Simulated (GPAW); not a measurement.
# ZnS (Wurtzite-2H) (P6_3mc) in GPAW: single point with TB-mBJ

Aim: the single point of ZnS (Wurtzite-2H) with TB-mBJ.

Everything below comes from runs of GPAW 26.7.0. Logs are shortened: lines on timing, memory, paths and dates and some standing lists are left out, and cuts for length are marked. The log counts tension as positive stress, the text compression.

**The experiment to reproduce.**

From a printed reference work, monograph, for a bulk crystal of ZnS at 4 K: band gap 3.911 eV (direct).

The results are compared with them further down.

## Step 1: Starting point

It takes space group P6_3mc (No. 186, hexagonal). The conventional cell has a = 3.811 Å, b = 3.811 Å, c = 6.234 Å, α = 90.00°, β = 90.00°, γ = 120.00°. Zn (site symmetry 3m) has 4 S at 2.31 to 2.40 Å as nearest neighbours. Around S (site symmetry 3m) lie 4 Zn at 2.31 to 2.40 Å.

## Step 2: Single point, TB-mBJ

Input file run.py:

```python
from ase import Atoms
from ase.dft.bandgap import bandgap
from ase.io import write
from gpaw import GPAW, PW

atoms = Atoms(['Zn', 'Zn', 'S', 'S'],
              cell=[[3.811, 0.0, 0.0],
                    [-1.9055, 3.3004228138, 0.0],
                    [0.0, 0.0, 6.234]],
              scaled_positions=[[0.6666666667, 0.3333333333, 0.5],
                                [0.3333333333, 0.6666666667, 0.0],
                                [0.6666666667, 0.3333333333, 0.885],
                                [0.3333333333, 0.6666666667, 0.385]],
              pbc=True)

calc = GPAW(mode=PW(600),
            xc='TB09',
            kpts={'size': (8, 8, 4), 'gamma': True},
            occupations={'name': 'fermi-dirac', 'width': 0.05},
            nbands=31,
            convergence={'density': 1e-05, 'energy': 1e-05},
            eigensolver='cg',
            maxiter=150,
            txt='gpaw.txt')
atoms.calc = calc
energy = atoms.get_potential_energy()
calc.write('gs.gpw')
write('result.traj', atoms)
print('Fermi level:', round(calc.get_fermi_level(), 4), 'eV')
print(f'Gap: {bandgap(calc)[0]:.4f} eV, direct: {bandgap(calc, direct=True)[0]:.4f} eV')
```

Potentials or basis: GPAW PAW data sets for LDA (gpaw-data 1.2.1), pw.

The run is started by

```console
OMP_NUM_THREADS=1 python run.py
```

gpaw.txt:

```text
___ ___ ___ _ _ _
 |   |   |_  | | | |
 | | | | | . | | | |
 |__ |  _|___|_____|  26.7.0
 |___|_|

Input parameters:
  convergence: {density: 1e-05,
                energy: 1e-05}
  eigensolver: cg
  kpts: {gamma: True,
         size: (8, 8, 4)}
  maxiter: 150
  mode: {ecut: 600.0,
         name: pw}
  nbands: 31
  occupations: {name: fermi-dirac,
                width: 0.05}
  xc: TB09

System changes: positions, numbers, cell, pbc, initial_charges, initial_magmoms

Initialize ...

species:
  Zn:
    name:    Zinc
    Z:       30.0
    valence: 12
    core:    18
    charge:  0.0  # [|e|]
    compensation charges:
      type: gauss
      rc: 0.37  # [Å]
      lmax: 2
    cutoffs:
      filter: 2.14  # [Å]
      core: 2.28  # [Å]
    projectors
    | kind |    occ | energy [eV] | rcut [Å] |
    |------|--------|-------------|----------|
    |   4s |  2.000 |      -6.218 |    1.286 |
    |   4p |  0.000 |      -1.230 |    1.270 |
    |   3d | 10.000 |     -10.426 |    1.180 |
    |    s |        |      20.994 |    1.286 |
    |    p |        |      25.981 |    1.270 |
    |    d |        |      16.786 |    1.180 |

    Using partial waves for Zn as LCAO basis

  S:
    name:    Sulfur
    Z:       16.0
    valence: 6
    core:    10
    charge:  0.0  # [|e|]
    compensation charges:
      type: gauss
      rc: 0.24  # [Å]
      lmax: 2
    cutoffs:
      filter: 1.77  # [Å]
      core: 1.66  # [Å]
    projectors
    | kind |    occ | energy [eV] | rcut [Å] |
    |------|--------|-------------|----------|
    |   3s |  2.000 |     -17.278 |    0.974 |
    |   3p |  4.000 |      -7.106 |    0.979 |
    |    s |        |       9.933 |    0.974 |
    |    p |        |      20.105 |    0.979 |
    |    d |        |       0.000 |    0.900 |

    Using partial waves for S as LCAO basis

Reference energy: -119224.971294  # eV

Spin-paired calculation

Convergence criteria:
 Maximum [total energy] change in last 3 cyles: 1e-05 eV / valence electron
 Maximum integral of absolute [dens]ity change: 1e-05 electrons / valence electron
 Maximum integral of absolute [eigenst]ate change: 4e-08 eV^2 / valence electron
 Maximum number of scf [iter]ations: 150
 (Square brackets indicate name in SCF output, whereas a 'c' in
 the SCF output indicates the quantity has converged.)

Symmetries present (total): 6

  ( 1  1  0)  ( 1  0  0)  ( 0  1  0)  ( 0 -1  0)  (-1  0  0)  (-1 -1  0)
  ( 0 -1  0)  ( 0  1  0)  (-1 -1  0)  (-1  0  0)  ( 1  1  0)  ( 1  0  0)
  ( 0  0  1)  ( 0  0  1)  ( 0  0  1)  ( 0  0  1)  ( 0  0  1)  ( 0  0  1)

256 k-points: 8 x 8 x 4 Monkhorst-Pack grid + [1/16,1/16,1/8]
35 k-points in the irreducible part of the Brillouin zone
       k-points in crystal coordinates                weights
   0:     0.00000000    0.00000000    0.00000000          1/256
   1:     0.00000000    0.00000000    0.25000000          2/256
   2:     0.00000000    0.00000000    0.50000000          1/256
   3:     0.12500000    0.00000000   -0.25000000          6/256
   4:     0.12500000    0.00000000    0.00000000          6/256
   5:     0.12500000    0.00000000    0.25000000          6/256
   6:     0.12500000    0.00000000    0.50000000          6/256
   7:     0.25000000   -0.12500000    0.00000000          6/256
   8:     0.25000000   -0.12500000    0.25000000         12/256
   9:     0.25000000   -0.12500000    0.50000000          6/256
          ...
  34:     0.50000000    0.50000000    0.50000000          3/256

Wave functions: Plane wave expansion
  Cutoff energy: 600.000 eV
  Number of coefficients (min, max): 2604, 2647
  Pulay-stress correction: 0.000000 eV/Ang^3 (de/decut=0.000000)
  Using FFTW library
  ScaLapack parameters: grid=1x1, blocksize=None
  Wavefunction extrapolation:
    Improved wavefunction reuse through dual PAW basis

Occupation numbers: Fermi-Dirac:
  width: 0.0500  # eV

Eigensolver
   CG(niter=4, rtol=3.0e-01)

Densities:
  Coarse grid: 24*24*36 grid
  Fine grid: 48*48*72 grid
  Total Charge: 0.000000

Density mixing:
  Method: separate
  Backend: msr1
  Linear mixing parameter: 0.05
  old densities: 10
  Width of damping distribution: 1.1
  Damping of long wavelength oscillations: 20

Hamiltonian:
  XC and Coulomb potentials evaluated on a 48*48*72 grid
  Using the TB09 Exchange-Correlation functional
  External potential:
    NoExternalPotential

XC parameters: TB09 with 2 nearest neighbor stencil

Number of atoms: 4
Number of atomic orbitals: 26
Number of bands in calculation: 31
Number of valence electrons: 36
Bands to converge: occupied

... initialized

Initializing position-dependent things.

Density initialized from atomic densities
Creating initial wave functions:
  26 bands from LCAO basis set
  5 bands from random numbers

            S

            Zn
        S

        Zn

Atomic positions and initial magnetic moments

Positions:
   0 Zn     1.905500    1.100141    3.117000    ( 0.0000,  0.0000,  0.0000)
   1 Zn    -0.000000    2.200282    0.000000    ( 0.0000,  0.0000,  0.0000)
   2 S      1.905500    1.100141    5.517090    ( 0.0000,  0.0000,  0.0000)
   3 S     -0.000000    2.200282    2.400090    ( 0.0000,  0.0000,  0.0000)

Unit cell:
           periodic     x           y           z      points  spacing
  1. axis:    yes    3.811000    0.000000    0.000000    24     0.1375
  2. axis:    yes   -1.905500    3.300423    0.000000    24     0.1375
  3. axis:    yes    0.000000    0.000000    6.234000    36     0.1732

  Lengths:   3.811000   3.811000   6.234000
  Angles:   90.000000  90.000000 120.000000

Effective grid spacing dv^(1/3) = 0.1558

iter:   1  5056.723606
iter:   2  5052.329827   +2.61  -1.35
iter:   3  5056.846266   +1.46  -1.28
iter:   4  5055.124561   +0.69  -1.19
iter:   5  5056.310804   -0.01  -1.09
iter:   6  5056.937853   -0.58  -1.15
iter:   7  5058.308452   -1.05  -1.16
iter:   8  5059.856106   -1.13  -1.21
iter:   9  5061.967111   -1.07  -1.26
iter:  10  5064.858727   -0.84  -1.34
iter:  11  5069.019389   -0.61  -1.46
[... 5 lines left out ...]
iter:  17  5074.458975   -1.72  -3.51
iter:  18  5074.379743   -2.42  -3.43
iter:  19  5074.432266   -2.84  -3.45
iter:  20  5074.236108   -3.15  -3.38
iter:  21  5074.317828   -2.59  -3.32
iter:  22  5074.288651   -2.91  -3.57
iter:  23  5074.287259   -3.85  -4.09
iter:  24  5074.276427   -4.31  -4.53
iter:  25  5074.276991   -5.06  -4.59
iter:  26  5074.273921   -5.64  -4.96
iter:  27  5074.274721   -6.20  -5.01c
iter:  28  5074.273629   -6.67  -5.15c
iter:  29  5074.274524   -7.18  -4.98
iter:  30  5074.274814   -7.63c -5.16c
iter:  31  5074.275339   -7.91c -5.16c
iter:  32  5074.275206   -8.14c -5.33c
iter:  33  5074.276649   -7.33  -5.25c
iter:  34  5074.277134   -7.96c -5.68c
iter:  35  5074.277307   -9.14c -6.15c
iter:  36  5074.277270c  -9.38c -6.49c

Converged after 36 iterations.

Dipole moment: (0.000001, -0.000001, 3.962529) |e|*Ang

Energy contributions relative to reference atoms: (reference = -119224.971294)

Kinetic:        +92.605427
Potential:      -76.644654
External:        +0.000000
XC:            +5059.670781
Entropy (-ST):   -0.000000
Local:           -1.354284
SIC:             +0.000000
--------------------------
Free energy:   +5074.277270
Extrapolated:  +5074.277270

Showing only first 2 kpts
 Kpt  Band  Eigenvalues  Occupancy
  0    16      4.09705    2.00000
  0    17      4.09706    2.00000
  0    18      7.90797    0.00000
  0    19      8.39355    0.00000

  1    16      3.97771    2.00000
  1    17      3.97773    2.00000
  1    18      8.56505    0.00000
  1    19      8.61671    0.00000

Fermi level: 5.13453

Gap: 3.811 eV
Transition (v -> c):
  (s=0, k=0, n=17, [0.00, 0.00, 0.00]) -> (s=0, k=0, n=18, [0.00, 0.00, 0.00])
No difference between direct/indirect transitions
Writing to gs.gpw (mode='')
```

Run time: 3.6 min. Hardware: 1 thread of Arm Neoverse V2, shared host; peak memory 0.33 GiB.

What came out:

| Quantity | Value |
| --- | --- |
| Band gap on the k mesh | 3.81 eV, direct |

Levels at points of the mesh, in eV from the valence-band top:
| k point | band 14 | band 15 | band 16 | band 17 | band 18 | band 19 | band 20 | band 21 | band 22 | band 23 |
| --- | --- | --- | --- | --- | --- | --- | --- | --- | --- | --- |
| (0.00, 0.00, 0.00) | -0.77 | -0.77 | -0.02 | 0.00 | 0.00 | 3.81 | 4.30 | 7.16 | 7.16 | 7.43 |
| (0.00, 0.00, 0.50) | -2.39 | -0.40 | -0.40 | -0.40 | -0.40 | 4.85 | 4.85 | 7.51 | 7.51 | 7.51 |
| (0.50, 0.50, 0.00) | -3.75 | -2.87 | -2.07 | -1.38 | -0.90 | 4.67 | 5.43 | 6.00 | 7.82 | 8.43 |
| (0.50, 0.50, 0.50) | -4.39 | -1.51 | -1.51 | -1.40 | -1.40 | 4.76 | 4.76 | 6.02 | 6.02 | 9.64 |

Caveat: a model potential gives levels but no total energy.

## Step 3: Comparison with measurements

Step 2. Against the measured gap of ZnS, 3.911 eV (direct; 4 K; a printed reference work, monograph), the calculated 3.81 eV is off by -0.10 eV. The value is that of TB-mBJ, without temperature or zero-point motion.
